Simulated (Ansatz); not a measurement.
Crystal: La.

```
La
1.0
     3.75000    0.00000    0.00000
    -1.87500    3.24760    0.00000
     0.00000    0.00000    6.07000
La
2
Direct
  0.66667 0.33333 0.75000
  0.33333 0.66667 0.25000
```

This isn't the form of La at room conditions, which is double hcp.

- Program: Ansatz 0.2.0
- Task: relaxation of cell and atoms
- Functional: PBEsol
- Potentials or basis: Ansatz PAW
- Cutoff: 420 eV (not typed: the program's choice for these potentials)
- k mesh: 8 × 8 × 5
- Occupations: fermi-dirac, width 0.05 eV
- Spin: no spin polarisation

At the start: volume 36.96 Å³/atom.

Question: Where does the relaxation end?

Answer: It ends after 4 steps and the volume is 34.77 Å³/atom (-5.9 %); space group P6_3/mmc (No. 194, to 0.05 Å).

Step by step:
```tsv
step	energy change (eV)	largest force (eV/Å)	volume (Å³)
1	0.0000	0.0000	73.92
2	-0.0182	0.0000	71.08
3	-0.0209	0.0000	69.54
4	-0.0209	0.0000	69.54
```

Final structure:
```yaml
crystal:
  lattice:
    - [3.68089, 0.00000, 0.00000]
    - [-1.84044, 3.18774, 0.00000]
    - [0.00000, 0.00000, 5.92612]
  atoms:
    - { symbol: La, position: [0.66667, 0.33333, 0.75000] }
    - { symbol: La, position: [0.33333, 0.66667, 0.25000] }
```

Caveat: the plane-wave basis is chosen anew once the cell has moved, so the energies of steps on either side of that aren't comparable; the PAW data sets come from PBE, with cores solved anew for the run's functional, which leaves a small shift of forces and pressure.
